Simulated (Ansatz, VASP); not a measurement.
**Two plane-wave programs on Hf**

```
CELL_PARAMETERS angstrom
2.94915 0.00000 0.00000
0.00000 2.94915 0.00000
0.00000 0.00000 2.94915
ATOMIC_POSITIONS crystal
Hf 0.00000 0.00000 0.00000
```

The cell was built by a generator and needn't be a form met in nature.

Alike in both runs: functional RPBE; k mesh 11 × 11 × 11; occupations fermi-dirac, width 0.1 eV; no spin polarisation.

Ansatz relaxed the structure, and its values are those at the end. VASP's run is a single point on that final structure, the one shown.

|  | VASP | Ansatz |
| --- | --- | --- |
| version | VASP 6.6.1 | Ansatz 0.2.0 |
| potentials or method | VASP PAW PBE potentials, release 64 (Hf_pv) | plane waves (420 eV) with PAW, scalar-relativistic |
| plane-wave cutoff (eV) | 520 | 420 |
| valence electrons in the cell | 10 | 26 |

Ansatz gave:

| Item | Value |
| --- | --- |
| pressure (GPa) | 0.0 |

Q: What did VASP give for the same quantities?

A: Pressure (GPa): -0.3.

The two sets of potentials don't hold the same shells in valence.

Caveats: the PAW data sets were made with another functional, which shifts forces and pressure a little (VASP). Spin-orbit coupling is left out, which matters for the levels of Hf.
